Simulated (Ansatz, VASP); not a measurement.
## AgI in VASP and in Ansatz

File INCAR:

```
SYSTEM = AgI
ALGO = Fast
EDIFF = 1E-7
ENCUT = 520
GGA = PE
ISIF = 2
ISMEAR = 0
LASPH = .True.
LCHARG = .True.
LELF = .True.
LREAL = .False.
LVHAR = .True.
LWAVE = .False.
NBANDS = 26
NELM = 100
PREC = Accurate
SIGMA = 0.1
```

The input KPOINTS:

```
k-points
0
Gamma
  6 6 4
  0 0 0
```

Contents of POSCAR:

```
AgI
1.0
    4.5800015808      0.0000000000      0.0000000000
   -2.2900007904      3.9663977183      0.0000000000
    0.0000000000      0.0000000000      7.5100000000
Ag I
2 2
Direct
    0.3333333333      0.6666666667      0.0000000000
    0.6666666667      0.3333333333      0.5000000000
    0.3333333333      0.6666666667      0.3750000000
    0.6666666667      0.3333333333      0.8750000000
```

Input for Ansatz:

```yaml
crystal:
  lattice:
    - [4.5800015808, 0.0, 0.0]
    - [-2.2900007904, 3.9663977183, 0.0]
    - [0.0, 0.0, 7.51]
  atoms:
    - { symbol: Ag, position: [0.3333333333, 0.6666666667, 0.0] }
    - { symbol: Ag, position: [0.6666666667, 0.3333333333, 0.5] }
    - { symbol: I, position: [0.3333333333, 0.6666666667, 0.375] }
    - { symbol: I, position: [0.6666666667, 0.3333333333, 0.875] }
basis:
  ecutwfc: 420
kpoints:
  mp_grid: { grid: [6, 6, 4] }
hamiltonian:
  xc: pbe
scf:
  occupations: { method: gaussian, width: 0.1 }
output:
  forces: true
  stress: true
  eigenvalues: true
```

Alike in both runs: task single point; functional PBE; k mesh 6 × 6 × 4; occupations gaussian, width 0.1 eV; no spin polarisation.

|  | VASP | Ansatz |
| --- | --- | --- |
| version | VASP 6.6.1 | Ansatz 0.2.0 |
| potentials or method | VASP PAW PBE potentials, release 64 (Ag, I) | scalar-relativistic, plane waves, PAW |
| plane-wave cutoff (eV) | 520 | 420 |
| valence electrons in the cell | 36 | 72 |

VASP gave:

- gap on the k mesh at the Fermi level (eV): 1.37
- least direct gap on the mesh (eV): 1.37
- pressure (GPa): 2.0
- largest component of the traceless stress (GPa): 0.10
- rms of the force components (eV/Å): 0.012

Q: What did Ansatz give for the same quantities?

A: gap on the k mesh at the Fermi level (eV): 1.36; least direct gap on the mesh (eV): 1.36; pressure (GPa): 2.0; largest component of the traceless stress (GPa): 0.10; rms of the force components (eV/Å): 0.012.

Atom by atom the forces differ by 0.000 eV/Å (rms over components). The functional is the same, so the differences come from potentials, cutoffs and numerics. The two sets of potentials don't hold the same shells in valence.

Caveats: spin-orbit coupling is left out, which moves the levels of the heavy elements. As with any semilocal functional, this PBE gap is likely too small.
